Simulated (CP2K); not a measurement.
A run of CP2K 2026.2 is set up as follows.

Contents of hfo2_bands.inp:

```
&GLOBAL
  PROJECT hfo2_bands
  RUN_TYPE ENERGY_FORCE
  PRINT_LEVEL LOW
&END GLOBAL
&FORCE_EVAL
  METHOD QS
  STRESS_TENSOR ANALYTICAL
  &DFT
    BASIS_SET_FILE_NAME BASIS_MOLOPT_UZH
    POTENTIAL_FILE_NAME POTENTIAL_UZH
    &MGRID
      CUTOFF 850
      REL_CUTOFF 60
      NGRIDS 5
    &END MGRID
    &QS
      METHOD GPW
      EPS_DEFAULT 1.0E-9
    &END QS
    &KPOINTS
      SCHEME MONKHORST-PACK 4 4 4
      GAMMA_CENTERED T
      SYMMETRY T
      SYMMETRY_BACKEND SPGLIB
    &END KPOINTS
    &SCF
      SCF_GUESS ATOMIC
      EPS_SCF 1.0E-6
      MAX_SCF 100
      ADDED_MOS 42
      CHOLESKY OFF
      EPS_EIGVAL 1.0E-7
      &DIAGONALIZATION ON
        ALGORITHM STANDARD
      &END DIAGONALIZATION
      &MIXING ON
        METHOD BROYDEN_MIXING
        ALPHA 0.4
        BETA 1.5
        NBUFFER 8
      &END MIXING
      &SMEAR ON
        METHOD FERMI_DIRAC
        ELECTRONIC_TEMPERATURE [K] 580.226
      &END SMEAR
    &END SCF
    &XC
      &XC_FUNCTIONAL
        &GGA_X_B88
        &END GGA_X_B88
        &GGA_C_LYP
        &END GGA_C_LYP
      &END XC_FUNCTIONAL
    &END XC
    &PRINT
      &KPOINTS ON
      &END KPOINTS
      &MULLIKEN ON
      &END MULLIKEN
      &MO ON
        ENERGIES T
        OCCUPATION_NUMBERS T
        &EACH
          QS_SCF 0
        &END EACH
        ADD_LAST NUMERIC
      &END MO
      &BAND_STRUCTURE
        FILE_NAME bands.bs
        ADDED_MOS 2
        &KPOINT_SET
          UNITS B_VECTOR
          NPOINTS 8
          SPECIAL_POINT GAMMA 0.00000000 0.00000000 0.00000000
          SPECIAL_POINT X 0.00000000 0.00000000 0.50000000
          SPECIAL_POINT S 0.50000000 0.00000000 0.50000000
          SPECIAL_POINT Y 0.50000000 0.00000000 0.00000000
          SPECIAL_POINT GAMMA 0.00000000 0.00000000 0.00000000
          SPECIAL_POINT Z 0.00000000 0.50000000 0.00000000
          SPECIAL_POINT U 0.00000000 0.50000000 0.50000000
          SPECIAL_POINT R 0.50000000 0.50000000 0.50000000
          SPECIAL_POINT T 0.50000000 0.50000000 0.00000000
          SPECIAL_POINT Z 0.00000000 0.50000000 0.00000000
        &END KPOINT_SET
        &KPOINT_SET
          UNITS B_VECTOR
          NPOINTS 8
          SPECIAL_POINT Y 0.50000000 0.00000000 0.00000000
          SPECIAL_POINT T 0.50000000 0.50000000 0.00000000
        &END KPOINT_SET
        &KPOINT_SET
          UNITS B_VECTOR
          NPOINTS 8
          SPECIAL_POINT U 0.00000000 0.50000000 0.50000000
          SPECIAL_POINT X 0.00000000 0.00000000 0.50000000
        &END KPOINT_SET
        &KPOINT_SET
          UNITS B_VECTOR
          NPOINTS 8
          SPECIAL_POINT S 0.50000000 0.00000000 0.50000000
          SPECIAL_POINT R 0.50000000 0.50000000 0.50000000
        &END KPOINT_SET
      &END BAND_STRUCTURE
    &END PRINT
  &END DFT
  &SUBSYS
    &CELL
      A 5.0803194000 0.0000000000 0.0000000000
      B 0.0000000000 5.1648674500 0.0000000000
      C 0.0000000000 0.0000000000 4.8908836500
      PERIODIC XYZ
    &END CELL
    &COORD
      SCALED
      Hf  0.2225908200 0.7817995800 0.2720679400
      Hf  0.7225908200 0.7182004200 0.7279320600
      Hf  0.7774091800 0.2182004200 0.2720679400
      Hf  0.2774091800 0.2817995800 0.7279320600
      O   0.1868153200 0.1636487800 0.1045346200
      O   0.6868153200 0.3363512200 0.8954653800
      O   0.8131846800 0.8363512200 0.1045346200
      O   0.3131846800 0.6636487800 0.8954653800
      O   0.0000000000 0.5000000000 0.4890544500
      O   0.5000000000 0.0000000000 0.5109455500
      O   0.0000000000 0.0000000000 0.5756249900
      O   0.5000000000 0.5000000000 0.4243750100
    &END COORD
    &KIND Hf
      BASIS_SET DZVP-MOLOPT-PBE-GTH-q12
      POTENTIAL GTH-PBE-q12
    &END KIND
    &KIND O
      BASIS_SET DZVP-MOLOPT-PBE-GTH-q6
      POTENTIAL GTH-PBE-q6
    &END KIND
    &PRINT
      &ATOMIC_COORDINATES ON
      &END ATOMIC_COORDINATES
      &CELL ON
      &END CELL
    &END PRINT
  &END SUBSYS
  &PRINT
    &FORCES ON
    &END FORCES
    &STRESS_TENSOR ON
    &END STRESS_TENSOR
  &END PRINT
&END FORCE_EVAL
```

Potentials or basis: POTENTIAL_UZH Hf GTH-PBE-q12, O GTH-PBE-q6; DZVP-MOLOPT-PBE-GTH basis.

The run is started by

```bash
$ OMP_NUM_THREADS=1 cp2k.psmp -i hfo2_bands.inp -o hfo2_bands.out
```

Predict the pressure.

10.9 GPa.

Estimate the band gap along the path.

3.92 eV, direct.

Estimate the band gap on the k mesh.

3.92 eV, direct.

What does it give for the largest force?

1.850 eV/Å.

Stress tensor (GPa, compression positive):
```
11.19  0.00  0.00
 0.00 11.03  0.00
 0.00  0.00 10.44
```

Caveat: the potentials were made for another functional, which shifts forces and pressure; spin-orbit coupling is left out, which moves the levels of the heavy elements; the basis of atomic orbitals isn't converged, which shifts pressures, moduli and gaps. BLYP gaps usually lie below the measured ones, often by a third to a half.
